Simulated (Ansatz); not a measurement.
Stiffness of compounds in space group P6_3/mmc

Method: DFT, PBE, all-electron LAPW, scalar-relativistic (Ansatz 0.2.0).

All compounds have space group P6_3/mmc with 2 atoms in the primitive cell. V0, B0 and B0′ come from third-order Birch–Murnaghan fits to pressures at five volumes, with shape and internal coordinates held; prototypes and MP cells needn't be known phases. No run is spin-polarised.

Where a row has no spin, whether a magnetic state lies lower isn't shown here.

No spin–orbit coupling, which matters for the heavy atoms here.

Ti: Ti 2c (0.333 0.667 0.250); shape as in a = 2.95 Å, b = 2.95 Å, c = 4.69 Å, α = 90.00°, β = 90.00°, γ = 120.00°; COD 9008517, reported; 13×13×7 mesh, smearing 0.08 eV; no spin
Pd: Pd 2c (0.333 0.667 0.250); shape as in a = 2.77 Å, b = 2.77 Å, c = 4.63 Å, α = 90.00°, β = 90.00°, γ = 120.00°; hcp type, relaxed by us; 15×15×8 mesh, smearing 0.08 eV; no spin
Hf: Hf 2c (0.333 0.667 0.250); shape as in a = 3.20 Å, b = 3.20 Å, c = 5.06 Å, α = 90.00°, β = 90.00°, γ = 120.00°; COD 9008501, reported; 13×13×7 mesh, smearing 0.05 eV; no spin
Ru: Ru 2c (0.333 0.667 0.250); shape as in a = 2.71 Å, b = 2.71 Å, c = 4.28 Å, α = 90.00°, β = 90.00°, γ = 120.00°; COD 9017842, reported; 14×14×8 mesh, smearing 0.03 eV; no spin
Lu: Lu 2c (0.333 0.667 0.250); shape as in a = 3.51 Å, b = 3.51 Å, c = 5.57 Å, α = 90.00°, β = 90.00°, γ = 120.00°; COD 1538083, reported; 13×13×8 mesh, smearing 0.03 eV; no spin
Fe: Fe 2c (0.333 0.667 0.250); shape as in a = 2.43 Å, b = 2.43 Å, c = 3.84 Å, α = 90.00°, β = 90.00°, γ = 120.00°; MP-relaxed cell mp-136; 17×17×10 mesh, smearing 0.08 eV; no spin

Problem. Order the compounds by bulk modulus, lowest first.
A. Fe
B. Ru
C. Pd
D. Ti
E. Hf
F. Lu

Solution. F (46 GPa), E (108 GPa), D (111 GPa), C (165 GPa), A (289 GPa), B (312 GPa).
